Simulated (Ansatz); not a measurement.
# HfN (Fm-3m) in Ansatz: reference runs

Reference runs on HfN: the cell as given and a disturbed copy.

Program: Ansatz 0.2.0. These are calculated values, not measurements. Logs are shortened: lines on timing, memory, paths and dates and some standing lists are left out, and cuts for length are marked.

## Step 1: The crystal as given

It takes space group Fm-3m (No. 225, cubic). Conventional cell: a = 4.512 Å, b = 4.512 Å, c = 4.512 Å, α = 90.00°, β = 90.00°, γ = 90.00°. Around Hf (site symmetry m-3m) lie 6 N at 2.26 Å. Around N (site symmetry m-3m) lie 6 Hf at 2.26 Å.

## Step 2: Single point, PBE

input.yaml reads:

```yaml
crystal:
  lattice:
    - [0.0, 2.256, 2.256]
    - [2.256, 0.0, 2.256]
    - [2.256, 2.256, 0.0]
  atoms:
    - { symbol: Hf, position: [0.0, 0.0, 0.0] }
    - { symbol: "N", position: [0.5, 0.5, 0.5] }
hamiltonian:
  xc: pbe
  pseudopotentials: { kind: paw }
kpoints:
  mp_grid: { grid: [10, 10, 10] }
scf:
  occupations: { method: fermi_dirac, width: 0.05 }
output:
  forces: true
  stress: true
  eigenvalues: true
```

Potentials or basis: Ansatz PAW.

Launch:

```bash
ansatz run input.yaml --threads 1 --pin off --max-ram 2560MiB --backend cpu --events-out ev --progress --plain --runs-dir out
```

The log of the run:

```text
Warning: RAYON_NUM_THREADS=1 ignored (pool sized by the plan → 1); use --threads N
Engine: ansatz 0.2.0, aarch64-unknown-linux-gnu
Pseudopotentials: kind: paw
Pseudopotential: Hf, paw, valence charge 26, recommended cutoff 420 eV (normal), Hf.paw.azcp
Pseudopotential: N, paw, valence charge 5, recommended cutoff 420 eV (normal), N.paw.azcp
Functional definition: PBE
  parameter kappa = 0.804
  parameter beta = 0.06672455060314922
  exchange = pbe_x(kappa = kappa, mu = beta*pi^2/3)
  correlation = pbe_c(beta = beta)
Crystal: 2 atoms, lattice volume = 22.964 Å³
Basis set: ecut = 420 eV, 459 PW (Γ), exchange–correlation on 48×48×48 points (8 copies of the dense FFT grid, shifted against one another)
Bands: 20, of which v1, the nominal top of the filled ones, is band 16 counted from 1 (15 counted from 0)
Symmetry: 48 space group operations
Space group: Fm-3m (ITA 225), of the structure as read, at distance tolerance 2.8e-5 Å
k-points: 47 of 1000
Non-local potential: Hf, projectors of the file, l = 0: 3, l = 1: 2, l = 2: 2, l = 3: 3
Non-local potential: N, projectors of the file, l = 0: 2, l = 1: 2, l = 2: 1
PAW form: soft (Blöchl's): semilocal exchange-correlation on the pseudo side does not see the compensation charge
PAW one-centre angular grid: Hf, 590 points (default); XC on 64 Gauss nodes
PAW one-centre angular grid: N, 110 points (default); XC on 64 Gauss nodes
Initial density: superposition of atomic densities (neutral atoms: chi_scale 0, normalization atom), corrected by the library's trained network
Initial wavefunctions: pseudopotential atomic-orbital guess
Functional: x = pbe(κ = 0.804, μ = 0.2195149727645171), c = pbe(β = 0.06672455060314922)
SCF iter   1: F=—  HF=-16108.675260 eV  |F-HF|=—  |Δ(HF+E_count)|=         —  Δρ=5.09e-3  dr2=7.23e-3  ethr=1.77e-3  ⟨swp⟩=5.0  Hψ=3853  notcnv=0
preconditioner: auto → Kerker (q_TF=auto, 2.868 Å⁻¹)  [metal: Δε(μ)=0.057 eV  Ē_g=19.047 eV  σ=0.050 eV  W_gap=0.27  n_scr=14 (ndim 8)  ℏωp=41.7 eV  f_vac=0.000  D(μ)=0.83/eV (n_scr^D=8)]
SCF iter   2: F=—  HF=-16108.673427 eV  |F-HF|=—  |Δ(HF+E_count)|=   1.83e-3  Δρ=1.27e-3  dr2=3.34e-4  ethr=2.33e-5  ⟨swp⟩=1.9  Hψ=1466  notcnv=0  defer=6
SCF iter   3: F=—  HF=-16108.673307 eV  |F-HF|=—  |Δ(HF+E_count)|=   1.20e-4  Δρ=6.88e-4  dr2=6.67e-5  ethr=1.08e-6  ⟨swp⟩=2.2  Hψ=1414  notcnv=0  defer=6
SCF iter   4: F=—  HF=-16108.673290 eV  |F-HF|=—  |Δ(HF+E_count)|=   1.69e-5  Δρ=3.19e-4  dr2=9.97e-6  ethr=2.15e-7  ⟨swp⟩=2.0  Hψ=1666  notcnv=0  defer=6
SCF iter   5: F=—  HF=-16108.673279 eV  |F-HF|=—  |Δ(HF+E_count)|=   1.10e-5  Δρ=6.59e-5  dr2=4.72e-7  ethr=3.22e-8  ⟨swp⟩=2.6  Hψ=1705  notcnv=0  defer=6
SCF iter   6: F=-16108.673279 eV  HF=-16108.673279 eV  |F-HF|=9.10e-9  |Δ(HF+E_count)|=   1.85e-7  Δρ=9.09e-6  dr2=1.16e-8  ethr=3.23e-10  ⟨swp⟩=6.4  Hψ=4537  notcnv=0
SCF 1 converged in 6 iterations: F = -16108.673279 eV  dr2 = 1.16e-8
SCF converged after 6 iterations
Free energy (F): -16108.673279 eV
Harris-Foulkes:  -16108.673279 eV  (|F-HF|=9.10e-9)
Internal energy: -16108.666854 eV  (E = F + TS)
E sigma→0 (E₀):  -16108.670067 eV
Entropy (-TS):   -0.006425 eV (-3.212 meV/atom)
Fermi energy:    24.034587 eV
--- Per-component energies (eV) ---
  E_band       = 185.557206
  E_kinetic    = 557.668060
  E_local      = -4708.252772  (includes V_loc(G=0)·N_el)
  E_nonlocal   = -1198.347701
  E_hartree    = 2237.803938
  E_xc         = -361.948594
  E_vxc        = -345.255874  (∫ρ·V_xc dr)
  E_paw        = -7054.899304  (= ΣΔE_a)
  E_vpaw       = 1404.137808  (= ΣTr[D̂ρ^β])
  E_aug_tail   = 0.000095  (compensation charges beyond the density's cutoff)
  E_ewald      = -5580.690577
  E_smearing   = -0.006425  (= −TS)
  E_closure    = 0.000000  (closes the sum)
  Σ components = -16108.673279   (vs F -16108.673279, Δ=0.00e0)
--- Forces (eV/Å), atoms counted from 1 ---
  atom   1  Hf    -0.00000000     0.00000000     0.00000000
  atom   2  N      0.00000000    -0.00000000     0.00000000
  max |Σ_I F_I| component: 9.86e-30 eV/Å
--- Stress (GPa, compression-positive) ---
        6.596994       0.000000      -0.000000
        0.000000       6.596994      -0.000000
       -0.000000       0.000000       6.596994
  P = ⅓ Tr σ = 6.5970 GPa (65.970 kbar)
--- Band table (eV; the first three rows and the last of 47) ---
  k-point 0: bands = ["-38.7329", "-7.1360", "-7.1360", "-7.1360", "6.4344", "11.3293", "11.3293", "11.3293", "11.3631", "11.4642", "11.4642", "11.4642", "21.0361", "21.0361", "21.0361", "23.6235", "23.6235", "23.6235", "25.7850", "25.9562"]
  k-point 1: bands = ["-38.7269", "-7.2382", "-7.1444", "-7.1444", "6.6587", "11.3319", "11.3378", "11.3378", "11.3682", "11.4570", "11.4570", "11.4645", "20.1054", "20.4749", "20.4749", "23.8664", "23.9554", "23.9554", "26.4854", "26.6994"]
  k-point 2: bands = ["-38.7114", "-7.4955", "-7.1663", "-7.1663", "7.2562", "11.3468", "11.3609", "11.3609", "11.3830", "11.4395", "11.4395", "11.4652", "18.4241", "19.4498", "19.4498", "24.2676", "24.7781", "24.7781", "27.9312", "28.3691"]
  k-point 46: bands = ["-38.6498", "-7.7758", "-7.6238", "-7.4843", "8.0296", "11.3815", "11.3905", "11.3950", "11.4164", "11.4184", "11.4420", "11.4746", "18.0357", "18.4463", "18.6041", "23.9610", "26.3090", "29.4010", "29.5473", "30.3050"]
```

Run time: 1.6 s. Hardware: 1 thread of Arm Neoverse V2, shared host; peak memory 0.29 GiB.

Results:

```yaml
Free_energy: -16108.6733 eV
Pressure: 6.6 GPa
Band_gap_on_the_k_mesh: none (metal or under the smearing width)
```

Levels at points of the mesh, in eV from the Fermi level:
```csv
k point,band 14,band 15,band 16,band 17,band 18,band 19
"(0.00, 0.00, 0.00)",-3.00,-3.00,-0.41,-0.41,-0.41,1.75
"(0.00, 0.00, -0.50)",-6.29,-6.29,3.22,3.66,3.66,4.42
"(0.00, -0.50, -0.50)",-3.89,-3.70,-3.70,4.07,5.50,5.50
```

Caveat: the pressure holds a Pulay correction of +0.5 GPa for the finite cutoff.

## Step 3: Single point, PBE (atoms moved at random, drawn with an rms of 0.05 Å)

input.yaml, as its differences from that of step 2:

```diff
@@ -6,4 +6,4 @@
   atoms:
-    - { symbol: Hf, position: [0.0, 0.0, 0.0] }
-    - { symbol: "N", position: [0.5, 0.5, 0.5] }
+    - { symbol: Hf, position: [0.025578, 0.011518, -0.01355] }
+    - { symbol: "N", position: [0.486813, 0.502851, 0.51365] }
 hamiltonian:
```

Potentials or basis: Ansatz PAW.

Launch:

```bash
ansatz run input.yaml --threads 1 --pin off --max-ram 2560MiB --backend cpu --events-out ev --progress --plain --runs-dir out
```

Wall time 16 s (1 thread of Arm Neoverse V2, shared host); peak memory 0.51 GiB.

The run converged. Its results:

* Free energy: -16108.5917 eV
* Pressure: 8.4 GPa
* Largest force: 1.401 eV/Å
* Band gap on the k mesh: none (metal or under the smearing width)

Forces in eV/Å, atoms in the order of the input:
```
Hf   0.493 -0.309 -1.274
N   -0.493  0.309  1.274
```

Stress tensor (GPa, compression positive):
```
 7.32  0.10  0.51
 0.10  6.94 -0.33
 0.51 -0.33 11.01
```

Levels at points of the mesh, in eV from the Fermi level:
| k point | band 13 | band 14 | band 15 | band 16 | band 17 | band 18 |
| --- | --- | --- | --- | --- | --- | --- |
| (0.00, 0.00, 0.00) | -3.26 | -3.22 | -3.19 | -0.41 | -0.21 | -0.13 |
| (0.00, 0.00, -0.50) | -8.97 | -6.30 | -6.26 | 3.12 | 3.55 | 3.67 |
| (0.00, -0.50, 0.00) | -8.98 | -6.28 | -6.23 | 3.16 | 3.46 | 3.64 |
| (0.00, -0.50, -0.50) | -5.51 | -4.61 | -3.75 | -2.96 | 4.12 | 5.45 |
| (-0.50, 0.00, 0.00) | -8.96 | -6.32 | -6.31 | 3.13 | 3.61 | 3.69 |
| (-0.50, 0.00, -0.50) | -5.51 | -4.64 | -3.76 | -2.92 | 4.13 | 5.45 |
| (-0.50, -0.50, 0.00) | -5.48 | -4.18 | -3.73 | -3.43 | 4.09 | 5.43 |
| (-0.50, -0.50, -0.50) | -8.98 | -6.29 | -6.25 | 3.14 | 3.51 | 3.65 |

Caveat: the pressure holds a Pulay correction of +0.5 GPa for the finite cutoff.
